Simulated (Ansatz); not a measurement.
Reaction (ligand exchange at the Si–O bond): `CC(=O)O[SiH2]F` + `F[SiH](F)S` → `F[SiH2]S[SiH](F)F` + `CC(=O)O`

Calculated with Ansatz (gas phase, PBE0-D4/def2-TZVP geometries, no zero-point term in ΔE). CBS: MP2 limit from def2 TZ/QZ plus the TZ coupled-cluster correction, frozen cores. DFT in def2-TZVPP. Each species was taken in one conformer, which may not be the lowest.

`CC(=O)O[SiH2]F`:

```xyz
11

C    -0.459    0.662    1.790
C     0.230    0.131    0.580
O     1.401   -0.156    0.500
O    -0.574   -0.021   -0.480
Si    0.249   -0.626   -1.824
F    -0.906   -0.709   -2.917
H     0.251    0.764    2.607
H    -1.268   -0.013    2.074
H    -0.911    1.628    1.558
H     1.254    0.335   -2.308
H     0.733   -1.994   -1.580
```

`F[SiH](F)S`:

Cartesian coordinates in Å:
```
F -0.739 1.218 -0.929
Si -0.257 -0.193 -0.392
F 1.042 -0.538 -1.232
S 0.160 -0.125 1.670
H -1.295 -1.202 -0.646
H 1.088 0.839 1.529
```

`F[SiH2]S[SiH](F)F`:

```xyz
9

F     0.128   -2.238   -1.190
Si   -0.624   -0.835   -1.226
S    -1.230   -0.267    0.740
Si    0.480    0.829    1.299
F     0.547    2.213    0.532
F     1.801    0.048    0.903
H     0.298    0.169   -1.794
H    -1.864   -1.003   -2.010
H     0.464    1.084    2.746
```

`CC(=O)O`:

Z-matrix (Å, degrees):
```
C
C 1 1.495
H 1 1.092 2 109.8
H 1 1.092 2 109.8 3 117.7
H 1 1.087 2 109.6 3 -121.2
O 2 1.200 1 126.0 3 121.1
O 2 1.346 1 111.6 3 -58.9
H 7 0.968 2 106.4 1 180.0
```

| level | ΔE (kJ/mol) | difference from CCSD(T)/CBS |
| --- | --- | --- |
| PBE-D4 | 13.0 | -16.2 |
| B2PLYP | 31.3 | 2.1 |
| PBE | 15.4 | -13.8 |
| r2SCANh | 24.2 | -5.0 |
| r2SCAN0 | 25.2 | -4.0 |
| MP2/def2-SVP | 25.0 | -4.2 |
| CCSD(T)/def2-SVP | 27.7 | -1.5 |
| MP2/def2-TZVPP | 29.5 | 0.3 |
| HF/def2-QZVPP | 42.9 | 13.7 |
| MP2/def2-QZVPP | 27.8 | -1.4 |
| CCSD(T)/CBS | 29.2 | 0 |

Largest T1 diagnostic among the species: 0.015.

In def2-TZVPP, CCSD(T) changes the Hartree–Fock value by −8.6 kJ/mol (the triples alone add −2.1 kJ/mol) and MP2 by −12.0 kJ/mol. The D4 term adds −4.1 kJ/mol with B3LYP and −2.2 kJ/mol with PBE0; it sums over pairs of atoms, weighted by their polarisabilities, and B3LYP, whose exchange is more repulsive, gets the larger term. From PBE to PBE0 (25 % exact exchange), in def2-TZVPP and without D4, ΔE moves by +3.7 kJ/mol.

B3LYP here is the variant with VWN-RPA as its local correlation; programs differ in this.

CCSD(T)/CBS has its own doubt, a few kJ/mol and more with outer-core shells, so smaller differences from it don't rank the levels.
